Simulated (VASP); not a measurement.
## CoO: relaxation of cell and atoms with LDA

The system is CoO.

```
CELL_PARAMETERS angstrom
0.00000 2.13150 2.13150
2.13150 0.00000 2.13150
2.13150 2.13150 0.00000
ATOMIC_POSITIONS crystal
Co 0.00000 0.00000 0.00000
O 0.50000 0.50000 0.50000
```

- Program: VASP 6.6.1
- Task: relaxation of cell and atoms
- Functional: LDA
- Potentials or basis: VASP PAW LDA potentials, release 64 (Co, O)
- Cutoff: 600 eV
- k mesh: 8 × 8 × 8
- Occupations: fermi-dirac, width 0.05 eV
- Spin: collinear spin, ferromagnetic start
- Starting moments: [2.0, 0.0] μB
- Target pressure: 5 GPa
- Further INCAR settings: ALGO = Normal; EDIFF = 1e-07; IBRION = 2; EDIFFG = -0.01; NSW = 40; ISIF = 3
- Target pressure: 5 GPa

```yaml
Relaxed_volume: 8.16 Å³/atom
Relaxed_cell: a = 2.847 Å, b = 2.847 Å, c = 2.847 Å, α = 60.00°, β = 60.00°, γ = 60.00°
Space_group_after_relaxing_to_0.05_Å: Fm-3m (No. 225)
Energy_change_on_relaxing_the_enthalpy_is_what_falls: -101.7 meV/atom
Ionic_steps: 6
Pressure_after_relaxing: 5.0 GPa
Band_gap_on_the_k_mesh: none (metal or under the smearing width)
Net_moment: 1.75 μB per cell
Site_moments: Co +1.59; O +0.13 μB
Valence_electrons_inside_the_program's_atomic_spheres: Co 8.22; O 4.99
```

The path:
| step | energy change (eV) | largest force (eV/Å) | pressure (GPa) | volume (Å³) |
| --- | --- | --- | --- | --- |
| 1 | 0.0000 | 0.0000 | -20.41 | 19.37 |
| 2 | -0.1173 | 0.0000 | 20.84 | 15.37 |
| 3 | -0.2040 | 0.0000 | 4.70 | 16.33 |
| 4 | -0.2021 | 0.0000 | 5.70 | 16.27 |
| 5 | -0.2046 | 0.0000 | 4.30 | 16.35 |
| 6 | -0.2035 | 0.0000 | 4.99 | 16.31 |

Final structure:
```
Co O
1.0
     0.00000    2.01296    2.01296
     2.01296    0.00000    2.01296
     2.01296    2.01296    0.00000
Co O
1 1
Direct
  0.00000 0.00000 0.00000
  0.50000 0.50000 0.50000
```

Levels at points of the mesh, in eV from the Fermi level:
Spin up:
| k point | band 5 | band 6 | band 7 | band 8 | band 9 | band 10 | band 11 | band 12 |
| --- | --- | --- | --- | --- | --- | --- | --- | --- |
| (0.00, 0.00, 0.00) | -2.79 | -2.79 | -2.79 | -2.62 | -2.62 | 2.10 | 17.20 | 19.55 |
| (0.50, 0.00, 0.00) | -1.66 | -1.66 | -1.14 | 1.07 | 1.07 | 5.40 | 10.90 | 14.53 |
| (0.50, 0.50, 0.00) | -4.13 | -2.09 | -1.27 | -1.27 | -1.19 | 7.17 | 10.72 | 12.67 |
Spin down:
```tsv
k point	band 4	band 5	band 6	band 7	band 8	band 9	band 10	band 11
(0.00, 0.00, 0.00)	-3.83	-1.59	-1.59	-1.59	-0.94	-0.94	2.41	17.27
(0.50, 0.00, 0.00)	-6.39	-0.30	-0.30	0.07	2.46	2.46	5.62	11.33
(0.50, 0.50, 0.00)	-5.25	-3.13	-0.33	0.10	0.10	0.55	7.64	10.99
```

Run time: 2.5 min on 1 thread of AMD EPYC 7571 (shared host), peak memory 0.12 GiB.

Caveat: the cell is relaxed towards a set pressure, so the enthalpy falls and the energy may rise; the volume moved by over 15 % at a fixed basis, so the end points are rough; a cell with one magnetic atom can't hold antiferromagnetic order, which such compounds often take; semilocal functionals often make such compounds metallic where correlation or magnetic order opens a gap, which also shifts bond lengths. Zero-point motion and thermal expansion aren't in these numbers.
